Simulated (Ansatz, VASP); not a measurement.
**MgS (Niningerite): VASP beside Ansatz**

```xyz
2
Lattice="0.0000 2.6016 2.6016 2.6016 0.0000 2.6016 2.6016 2.6016 0.0000" Properties=species:S:1:pos:R:3 pbc="T T T"
Mg    0.0000    0.0000    0.0000
S     2.6016    2.6016    2.6016
```

Alike in both runs: task single point; functional r2SCAN; k mesh 6 × 6 × 6; occupations gaussian, width 0.1 eV; no spin polarisation.

```csv
,VASP,Ansatz
version,VASP 6.6.1,Ansatz 0.2.0
potentials or method,"VASP PAW PBE potentials, release 64 (Mg, S)","scalar-relativistic, plane waves, PAW"
plane-wave cutoff (eV),520,500
valence electrons in the cell,8,16
```

|  | VASP | Ansatz | Ansatz less VASP |
| --- | --- | --- | --- |
| gap on the k mesh at the Fermi level (eV) | 3.43 | 3.46 | +0.028 |
| least direct gap on the mesh (eV) | 4.61 | 4.64 | +0.025 |
| pressure (GPa) | -0.4 | 0.0 | +0.44 |

The functional is the same, so the differences come from potentials, cutoffs and numerics. The two sets of potentials don't hold the same shells in valence.

Caveats: the PAW data sets were made with another functional, which shifts forces and pressure a little (VASP). A k mesh can miss the band edges. r2SCAN opens gaps a little over a GGA but as a rule still falls short of measured ones.
